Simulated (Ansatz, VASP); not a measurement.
# NaF (Villiaumite) in VASP and in Ansatz

```
Na F
1.0
     0.00000    2.34261    2.34261
     2.34261    0.00000    2.34261
     2.34261    2.34261    0.00000
Na F
1 1
Direct
  0.00000 0.00000 0.00000
  0.50000 0.50000 0.50000
```

Alike in both runs: functional r2SCAN; k mesh 10 × 10 × 10; occupations fermi-dirac, width 0.02 eV; no spin polarisation.

Ansatz relaxed the structure, and its values are those at the end. VASP's run is a single point on that final structure, the one shown.

```csv
,VASP,Ansatz
version,VASP 6.6.1,Ansatz 0.2.0
potentials or method,"VASP PAW PBE potentials, release 64 (Na_pv, F)",PAW plane waves
plane-wave cutoff (eV),520,500
valence electrons in the cell,14,16
```

|  | VASP | Ansatz | Ansatz less VASP |
| --- | --- | --- | --- |
| gap on the k mesh at the Fermi level (eV) | 6.99 | 6.96 | -0.033 |
| pressure (GPa) | -3.3 | -2.8 | +0.55 |

The two sets of potentials don't hold the same shells in valence. Ansatz warned: «stress_scf_threshold_loose».

Caveats: the PAW data sets were made with another functional, which shifts forces and pressure a little (VASP). r2SCAN opens gaps a little over a GGA but as a rule still falls short of measured ones. A k mesh can miss the band edges.
